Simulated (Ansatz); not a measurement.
## How far is PAW off for Mg?

```
Mg
1.0
     3.27221    0.00000    0.00000
    -1.63611    2.83382    0.00000
     0.00000    0.00000    5.31252
Mg
2
Direct
  0.33333 0.66667 0.25000
  0.66667 0.33333 0.75000
```

Atoms are numbered in the order listed.

The cell is COD entry 9008506, as deposited and not checked against the literature; nothing was relaxed. The listed cell was then made from it by scaling, straining or moving an atom.

All numbers are computed: DFT, PBE, PAW with Ansatz's default frozen-core files, scalar-relativistic (Ansatz 0.2.0); DFT, PBE, all-electron LAPW, scalar-relativistic (Ansatz 0.2.0).

For PAW: a Γ-centred 12×12×7 k mesh, Fermi–Dirac smearing of 0.08 eV, cutoff 420 eV, no spin polarisation. LAPW targets a basis error of 0.5 meV/atom. The Ansatz runs share mesh, smearing and spin set-up. Plane-wave (PAW) pressures include the program's estimate of the Pulay term.

Stress and pressure are positive in compression.

The change that made this cell: volume scaled by 1.06.

PAW results:

| quantity | PAW |
| --- | --- |
| pressure (GPa) | -2.21 |
| stress xx (GPa) | -1.98 |
| stress zz (GPa) | -2.69 |

What does full-potential LAPW give for the same quantities?


```json
{"quantity": "pressure (GPa)", "LAPW": "-2.23"}
{"quantity": "stress xx (GPa)", "LAPW": "-1.99"}
{"quantity": "stress zz (GPa)", "LAPW": "-2.70"}
```
